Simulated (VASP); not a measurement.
Write the native input for VASP 6.6.1 that does the following.

```
Task                   : band structure
Functional             : LDA
Potentials or basis    : VASP PAW LDA potentials, release 64 (Mo_sv)
Cutoff                 : 520 eV
k mesh                 : 16 × 16 × 16
Occupations            : methfessel-paxton, width 0.1 eV
Spin                   : no spin polarisation
Further INCAR settings : ALGO = Normal; EDIFF = 1e-06; NBANDS = 13
```

The structure of Mo lies in POSCAR:

```
Mo                                      
1.0
   -1.5653291279      1.5653291279      1.5653291279
    1.5653291279     -1.5653291279      1.5653291279
    1.5653291279      1.5653291279     -1.5653291279
  Mo            
     1
Direct
     0.0000000000000000    0.0000000000000000    0.0000000000000000
```

One way to write it, as run:

INCAR

```
PREC     = Accurate       # precision mode
ENCUT    = 520            # plane-wave cutoff, eV
EDIFF    = 1E-6           # SCF threshold, eV
ISMEAR   = 1              # smearing method
SIGMA    = 0.1            # smearing width, eV
LREAL    = F              # projectors in reciprocal space
LASPH    = T              # aspherical terms in the spheres
NELM     = 80             # most SCF steps
ALGO     = Normal         # electronic algorithm
ISIF     = 2              # what is computed and relaxed
LWAVE    = F              # write WAVECAR
LCHARG   = F              # write CHGCAR
LMAXMIX  = 4              # l up to which the mixer works
GGA      = CA             # functional
NBANDS   = 13             # bands
KPAR     = 4
```

KPOINTS

```
Automatic mesh
0
Gamma
  16 16 16
```

KPOINTS_OPT

```
explicit points
128
Reciprocal
 0.0000000000  0.0000000000  0.0000000000 1
 0.0555555556 -0.0555555556  0.0555555556 1
 0.1111111111 -0.1111111111  0.1111111111 1
 0.1666666667 -0.1666666667  0.1666666667 1
 0.2222222222 -0.2222222222  0.2222222222 1
 0.2777777778 -0.2777777778  0.2777777778 1
 0.3333333333 -0.3333333333  0.3333333333 1
 0.3888888889 -0.3888888889  0.3888888889 1
 0.4444444444 -0.4444444444  0.4444444444 1
 0.5000000000 -0.5000000000  0.5000000000 1
 0.5000000000 -0.5000000000  0.5000000000 1
 0.4444444444 -0.4444444444  0.5000000000 1
 0.3888888889 -0.3888888889  0.5000000000 1
 0.3333333333 -0.3333333333  0.5000000000 1
 0.2777777778 -0.2777777778  0.5000000000 1
 0.2222222222 -0.2222222222  0.5000000000 1
 0.1666666667 -0.1666666667  0.5000000000 1
 0.1111111111 -0.1111111111  0.5000000000 1
 0.0555555556 -0.0555555556  0.5000000000 1
 0.0000000000  0.0000000000  0.5000000000 1
 0.0000000000  0.0000000000  0.5000000000 1
 0.0000000000  0.0000000000  0.4444444444 1
 0.0000000000  0.0000000000  0.3888888889 1
 0.0000000000  0.0000000000  0.3333333333 1
 0.0000000000  0.0000000000  0.2777777778 1
 0.0000000000  0.0000000000  0.2222222222 1
 0.0000000000  0.0000000000  0.1666666667 1
 0.0000000000  0.0000000000  0.1111111111 1
 0.0000000000  0.0000000000  0.0555555556 1
 0.0000000000  0.0000000000  0.0000000000 1
 0.0000000000  0.0000000000  0.0000000000 1
 0.0277777778  0.0277777778  0.0277777778 1
 0.0555555556  0.0555555556  0.0555555556 1
 0.0833333333  0.0833333333  0.0833333333 1
 0.1111111111  0.1111111111  0.1111111111 1
 0.1388888889  0.1388888889  0.1388888889 1
 0.1666666667  0.1666666667  0.1666666667 1
 0.1944444444  0.1944444444  0.1944444444 1
 0.2222222222  0.2222222222  0.2222222222 1
 0.2500000000  0.2500000000  0.2500000000 1
 0.2500000000  0.2500000000  0.2500000000 1
 0.2777777778  0.1666666667  0.2777777778 1
 0.3055555556  0.0833333333  0.3055555556 1
 0.3333333333  0.0000000000  0.3333333333 1
 0.3611111111 -0.0833333333  0.3611111111 1
 0.3888888889 -0.1666666667  0.3888888889 1
 0.4166666667 -0.2500000000  0.4166666667 1
 0.4444444444 -0.3333333333  0.4444444444 1
 0.4722222222 -0.4166666667  0.4722222222 1
 0.5000000000 -0.5000000000  0.5000000000 1
 0.2500000000  0.2500000000  0.2500000000 1
 0.2222222222  0.2222222222  0.2777777778 1
 0.1944444444  0.1944444444  0.3055555556 1
 0.1666666667  0.1666666667  0.3333333333 1
 0.1388888889  0.1388888889  0.3611111111 1
 0.1111111111  0.1111111111  0.3888888889 1
 0.0833333333  0.0833333333  0.4166666667 1
 0.0555555556  0.0555555556  0.4444444444 1
 0.0277777778  0.0277777778  0.4722222222 1
 0.0000000000  0.0000000000  0.5000000000 1
 0.0000000000  0.0000000000  0.0000000000 1
-0.0030050000  0.0030050000  0.0030050000 1
 0.0030050000 -0.0030050000 -0.0030050000 1
-0.0087645900  0.0087645900  0.0087645900 1
 0.0087645900 -0.0087645900 -0.0087645900 1
 0.0000000000 -0.0000000000  0.0042497100 1
-0.0000000000  0.0000000000 -0.0042497100 1
-0.0000000000  0.0000000000  0.0123950000 1
 0.0000000000 -0.0000000000 -0.0123950000 1
 0.0017349400  0.0017349400  0.0017349400 1
-0.0017349400 -0.0017349400 -0.0017349400 1
 0.0050602400  0.0050602400  0.0050602400 1
-0.0050602400 -0.0050602400 -0.0050602400 1
-0.0042497100  0.0042497100 -0.0000000000 1
 0.0042497100 -0.0042497100  0.0000000000 1
-0.0123950000  0.0123950000  0.0000000000 1
 0.0123950000 -0.0123950000 -0.0000000000 1
 0.5000000000 -0.5000000000  0.5000000000 1
 0.4969950000 -0.4969950000  0.5030050000 1
 0.5030050000 -0.5030050000  0.4969950000 1
 0.4912354100 -0.4912354100  0.5087645900 1
 0.5087645900 -0.5087645900  0.4912354100 1
 0.5000000000 -0.5000000000  0.5042497100 1
 0.5000000000 -0.5000000000  0.4957502900 1
 0.5000000000 -0.5000000000  0.5123950000 1
 0.5000000000 -0.5000000000  0.4876050000 1
 0.5017349400 -0.4982650600  0.5017349400 1
 0.4982650600 -0.5017349400  0.4982650600 1
 0.5050602400 -0.4949397600  0.5050602400 1
 0.4949397600 -0.5050602400  0.4949397600 1
 0.4957502900 -0.4957502900  0.5000000000 1
 0.5042497100 -0.5042497100  0.5000000000 1
 0.4876050000 -0.4876050000  0.5000000000 1
 0.5123950000 -0.5123950000  0.5000000000 1
 0.2500000000  0.2500000000  0.2500000000 1
 0.2469950000  0.2530050000  0.2530050000 1
 0.2530050000  0.2469950000  0.2469950000 1
 0.2412354100  0.2587645900  0.2587645900 1
 0.2587645900  0.2412354100  0.2412354100 1
 0.2500000000  0.2500000000  0.2542497100 1
 0.2500000000  0.2500000000  0.2457502900 1
 0.2500000000  0.2500000000  0.2623950000 1
 0.2500000000  0.2500000000  0.2376050000 1
 0.2517349400  0.2517349400  0.2517349400 1
 0.2482650600  0.2482650600  0.2482650600 1
 0.2550602400  0.2550602400  0.2550602400 1
 0.2449397600  0.2449397600  0.2449397600 1
 0.2457502900  0.2542497100  0.2500000000 1
 0.2542497100  0.2457502900  0.2500000000 1
 0.2376050000  0.2623950000  0.2500000000 1
 0.2623950000  0.2376050000  0.2500000000 1
 0.0000000000  0.0000000000  0.5000000000 1
-0.0030050000  0.0030050000  0.5030050000 1
 0.0030050000 -0.0030050000  0.4969950000 1
-0.0087645900  0.0087645900  0.5087645900 1
 0.0087645900 -0.0087645900  0.4912354100 1
 0.0000000000 -0.0000000000  0.5042497100 1
-0.0000000000  0.0000000000  0.4957502900 1
-0.0000000000  0.0000000000  0.5123950000 1
 0.0000000000 -0.0000000000  0.4876050000 1
 0.0017349400  0.0017349400  0.5017349400 1
-0.0017349400 -0.0017349400  0.4982650600 1
 0.0050602400  0.0050602400  0.5050602400 1
-0.0050602400 -0.0050602400  0.4949397600 1
-0.0042497100  0.0042497100  0.5000000000 1
 0.0042497100 -0.0042497100  0.5000000000 1
-0.0123950000  0.0123950000  0.5000000000 1
 0.0123950000 -0.0123950000  0.5000000000 1
```

Potentials or basis: VASP PAW LDA potentials, release 64 (Mo_sv).

Launch:

```console
$ cat potpaw_LDA.64/Mo_sv/POTCAR > POTCAR
$ mpirun -np 4 vasp_std > vasp.out
```

Results of the run:

```json
{
 "Pressure": "-4.2 GPa",
 "Band gap along the path": "none (metal or under the smearing width)"
}
```

Wall time 3.7 s on 4 MPI ranks on Intel(R) Xeon(R) 6975P-C (Granite Rapids) (shared host), peak memory 0.15 GiB a rank.
